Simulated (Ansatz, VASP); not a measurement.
**Two plane-wave programs on PbF2**

The input INCAR:

```
SYSTEM = PbF2
ALGO = Normal ; EDIFF = 1E-6
ENCUT = 520 ; GGA = PE
ISIF = 2 ; ISMEAR = 0
LASPH = .True. ; LCHARG = .False.
LREAL = .False. ; LWAVE = .False.
NBANDS = 21 ; NELM = 60
PREC = Accurate ; SIGMA = 0.05
```

File KPOINTS:

```
k-points
0
Gamma
  8 8 8
  0 0 0
```

The input POSCAR:

```
PbF2
1.0
    0.0000000000      3.0589455000      3.0589455000
    3.0589455000      0.0000000000      3.0589455000
    3.0589455000      3.0589455000      0.0000000000
Pb F
1 2
Direct
    0.0000000000      0.0000000000      0.0000000000
    0.2500000000      0.2500000000      0.2500000000
    0.7500000000      0.7500000000      0.7500000000
```

Input for Ansatz:

```yaml
crystal:
  lattice:
    - [0.0, 3.0589455, 3.0589455]
    - [3.0589455, 0.0, 3.0589455]
    - [3.0589455, 3.0589455, 0.0]
  atoms:
    - { symbol: Pb, position: [0.0, 0.0, 0.0] }
    - { symbol: F, position: [0.25, 0.25, 0.25] }
    - { symbol: F, position: [0.75, 0.75, 0.75] }
basis:
  ecutwfc: 420
kpoints:
  mp_grid: { grid: [8, 8, 8] }
hamiltonian:
  xc: pbe
scf:
  occupations: { method: gaussian, width: 0.05 }
output:
  forces: true
  stress: true
  eigenvalues: true
```

Change from the starting cell: strain +0.030 along x and y, +0.030 along z, atoms carried along.

Alike in both runs: task single point; functional PBE; k mesh 8 × 8 × 8; occupations gaussian, width 0.05 eV; no spin polarisation.

```csv
,VASP,Ansatz
version,VASP 6.6.1,Ansatz 0.2.0
potentials or method,"VASP PAW PBE potentials, release 64 (Pb_d, F)","scalar-relativistic, plane waves, PAW"
plane-wave cutoff (eV),520,420
valence electrons in the cell,28,28
```

VASP gave:

| Property | Result |
| --- | --- |
| gap on the k mesh at the Fermi level (eV) | 4.38 |
| least direct gap on the mesh (eV) | 4.54 |
| pressure (GPa) | -3.6 |

Question: What did Ansatz give for the same quantities?

Answer: gap on the k mesh at the Fermi level (eV): 4.38; least direct gap on the mesh (eV): 4.54; pressure (GPa): -3.4.

Caveats: spin-orbit coupling is left out, which as a rule narrows the gap of such compounds by several tenths of an eV. A k mesh can miss the band edges.
